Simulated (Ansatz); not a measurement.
HfO2 (Fm-3m): refractive index against wavelength

The refractive index of HfO2 (Fm-3m) below the direct gap (3.72 eV on the mesh) is read from one computed spectrum, n = √(Re ε).

Cell: a, b, c = 3.617, 3.617, 3.617 Å (primitive vectors), 3 atoms.

Method: Ansatz 0.2.0, PBE, independent particles, k-mesh 10×10×10 with interpolation inside its cells, Gaussian parameter 0.1 eV.

Launch of the response step: `ansatz run input.yaml --threads 4 --pin off --max-ram 8192MiB --backend cpu --events-out ev --progress --plain --runs-dir out`. The run took 10 s, on 4 threads of Arm Neoverse V1, on a shared host.

```tsv
wavelength (nm)	photon energy E (eV)	n
1550	0.800	2.3533
1310	0.946	2.3573
1064	1.165	?
850	1.459	2.3767
700	1.771	2.3935
633	1.959	2.4056
532	2.331	2.4348
```

In the single-oscillator model n² − 1 = E₀E_d/(E₀² − E²), so 1/(n² − 1) = E₀/E_d − E²/(E₀E_d) is linear in E².

Working, on the rows shown:

| x = E² (eV²) | y = 1/(n² − 1) |
| --- | --- |
| 0.639837 | 0.22036 |
| 0.895757 | 0.219449 |
| 2.12762 | 0.215114 |
| 3.13716 | 0.211468 |
| 3.83641 | 0.208903 |
| 5.43137 | 0.202912 |

Means: x̄ = 2.678, ȳ = 0.21303. Σ(x − x̄)(y − ȳ) = -0.06089, Σ(x − x̄)² = 16.77. Slope = -0.06089 / 16.77 = -0.003631; intercept = ȳ − slope · x̄ = 0.22276. Turned back into n, the line misses the rows shown by at most 0.00062.

**Question.** What does the fit predict for the withheld row, and how well does it do?

**Answer.** At x = 1.3578 the line gives y = 0.21783, that is 2.3645. The run gave 2.3644, so the interpolation is off by 8.2e-05, 0.1 % of the range in the table.

Refitted with all rows, the slope is -0.003632 and the intercept 0.22276. These give E₀ = √(intercept/−slope) = 7.83 eV and E_d = E₀/intercept = 35.2 eV; E₀ is 2.1 times the direct gap. The electronic limit at long wavelengths, without lattice vibrations, is n = √(1 + 1/intercept) = 2.343. Excitons are left out and so are local fields; PBE gaps are as a rule too small. Spin-orbit coupling is left out.

[Logs are printed without paths, hosts, clocks, repeated set-up lines and the standing remarks that a program may print on its own settings, such as how far it seeks lower states.]
